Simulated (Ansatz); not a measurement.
BeO:
```xyz
4
Lattice="2.6928 0.0000 0.0000 -1.3464 2.3321 0.0000 0.0000 0.0000 4.3728" Properties=species:S:1:pos:R:3 pbc="T T T"
Be     0.0000     1.5547     4.3724
Be     1.3464     0.7774     2.1860
O      0.0000     1.5547     1.6512
O      1.3464     0.7774     3.8376
```

Relaxed with PBEsol. Special points in fractions of this cell's reciprocal vectors: Γ (0.000, 0.000, 0.000); M (0.500, 0.000, 0.000); K (0.333, 0.333, 0.000); A (0.000, 0.000, 0.500); L (0.500, 0.000, 0.500); H (0.333, 0.333, 0.500).

Q: List the band energies nearest the valence-band maximum at these points for plane-wave PAW PBEsol (Ansatz code).

A: In eV from the valence-band maximum; about four levels below and three above (degenerate sets whole), none deeper than 8.9 eV; points with the same levels are listed once.

```csv
k,below,above
Γ,-1.02 -1.02 -0.03 -0.03 0.00,7.51 11.53 14.21 14.21
M,-3.44 -2.70 -2.01 -0.95,9.62 10.06 13.31
K,-3.72 -3.72 -2.95 -2.44 -2.44,8.90 12.70 14.38 14.38
A,-0.54 -0.54 -0.54 -0.54,9.77 9.77 14.51 14.51
L,-1.90 -1.90 -1.75 -1.75,8.87 8.87 14.47 14.47
H,-4.46 -4.46 -1.30 -1.30,11.47 11.47 11.97 11.97
```

Space group P6_3mc (wurtzite). Symmetry was held in the PBEsol relaxation; phonons on a q-mesh show no instability.

Potentials: the later of the program's two PAW sets.
